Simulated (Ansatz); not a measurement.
ZnS: equation of state with BLYP+D3(BJ)

**Measured values to compare with.**

“Electronic, vibrational, and thermodynamic properties of ZnS (zincblende and rocksalt structure)”, 2009, arxiv:0911.5022 quotes, for a bulk crystal of ZnS: bulk modulus 76.9 GPa.

The system is ZnS.

```
CELL_PARAMETERS angstrom
0.00000 2.70200 2.70200
2.70200 0.00000 2.70200
2.70200 2.70200 0.00000
ATOMIC_POSITIONS crystal
Zn 0.75000 0.75000 0.75000
S 0.00000 0.00000 0.00000
```

```json
{"Program": "Ansatz 0.2.0", "Task": "equation of state", "Functional": "BLYP", "Dispersion": "D3(BJ)", "Potentials or basis": "Ansatz PAW", "Cutoff": "420 eV", "Density cutoff": "1680 eV", "k mesh": "9 × 9 × 9", "Occupations": "fermi-dirac, width 0.05 eV", "Spin": "no spin polarisation"}
```

The equilibrium volume is 19.51 Å³/atom. The bulk modulus is 76 GPa and the pressure derivative of the bulk modulus is 4.5.

Energy against volume, from the lowest point:
```
volume (Å³/atom)  energy (meV/atom)
          18.543              12.09
          18.938               3.82
          19.332               0.00
          19.727               0.14
          20.121               3.85
          20.516              10.72
          20.910              20.44
```

All runs of the series together: 7.2 s on 2 threads of Arm Neoverse V2 (shared host).

A measured bulk modulus of ZnS is 76.9 GPa (quoted in “Electronic, vibrational, and thermodynamic properties of ZnS (zincblende and rocksalt structure)”, 2009, arxiv:0911.5022); the calculated 76 GPa misses it by -1.5 %. The fit is for a static lattice scaled at fixed shape and fixed fractional positions.

Caveat: the potentials were made for another functional, which shifts forces and pressure.
